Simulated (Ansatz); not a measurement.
A run of Ansatz 0.2.0 is set up as follows.

File input.yaml:

```yaml
crystal:
  lattice:
    - [0.0, 3.231781, 3.231781]
    - [3.231781, 0.0, 3.231781]
    - [3.231781, 3.231781, 0.0]
  atoms:
    - { symbol: Ti, position: [0.0, 0.0, 0.0] }
    - { symbol: Ti, position: [0.25, 0.25, 0.25] }
    - { symbol: Ti, position: [0.75, 0.75, 0.75] }
    - { symbol: Al, position: [0.5, 0.5, 0.5] }
kpoints:
  mp_grid: { grid: [7, 7, 7] }
  band_path:
    path:
      - [0.0, 0.0, 0.0]
      - [0.5, 0.0, 0.5]
      - [0.5, 0.25, 0.75]
      - [0.375, 0.375, 0.75]
      - [0.0, 0.0, 0.0]
      - [0.5, 0.5, 0.5]
      - [0.625, 0.25, 0.625]
      - [0.5, 0.25, 0.75]
    npoints: 6
scf:
  occupations: { method: fermi_dirac, width: 0.05 }
hamiltonian:
  xc: pbesol
  pseudopotentials: { kind: all_electron, lapw: { basis_error: 0.002 } }
output:
  forces: true
  stress: true
  eigenvalues: true
```

Potentials or basis: all-electron LAPW, scalar-relativistic.

Launch:

```bash
$ ansatz run input.yaml --threads 2 --pin off --max-ram 8192MiB --backend cpu --events-out ev --progress --plain --runs-dir out
```

(1) Predict the band gap along the path.

(2) Estimate the pressure.

Results:

(1) none (metal or under the smearing width).

(2) -4.8 GPa.
